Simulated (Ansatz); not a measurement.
# MoS2 (P6_3/mmc) in Ansatz: equation of state

Aim: energy against volume of MoS2 in PBEsol, for its equilibrium volume and stiffness.

Program: Ansatz 0.2.0. These are calculated values, not measurements. Logs are shortened: lines on timing, memory, paths and dates and some standing lists are left out, and cuts for length are marked.

### 1 The structure

Symmetry: P6_3/mmc, No. 194, hexagonal system. Conventional cell: a = 3.169 Å, b = 3.169 Å, c = 12.324 Å, α = 90.00°, β = 90.00°, γ = 120.00°. Around Mo (site symmetry -6m2) lie 6 S at 2.41 Å. Around S (site symmetry 3m) lie 3 Mo at 2.41 Å.

### 2 Equation of state, PBEsol

Potentials or basis: all-electron LAPW, scalar-relativistic.

No new run: the results of the series are fitted here.

Results:

- Equilibrium volume: 17.52 Å³/atom
- Bulk modulus at fixed shape and positions: 157 GPa
- Pressure derivative of the bulk modulus: 4.4

Energy against volume, from the lowest point:
```tsv
volume (Å³/atom)	energy (meV/atom)
16.792	15.89
17.149	3.94
17.507	0.00
17.864	3.25
18.221	12.93
18.578	28.37
18.936	48.97
```

Caveat: the cell was scaled at fixed shape and fractional positions, which overstates the stiffness of a crystal with free parameters, most of all of layers and chains; this functional lacks dispersion, which binds the layers, so the pressure and a relaxed spacing across them are unreliable.
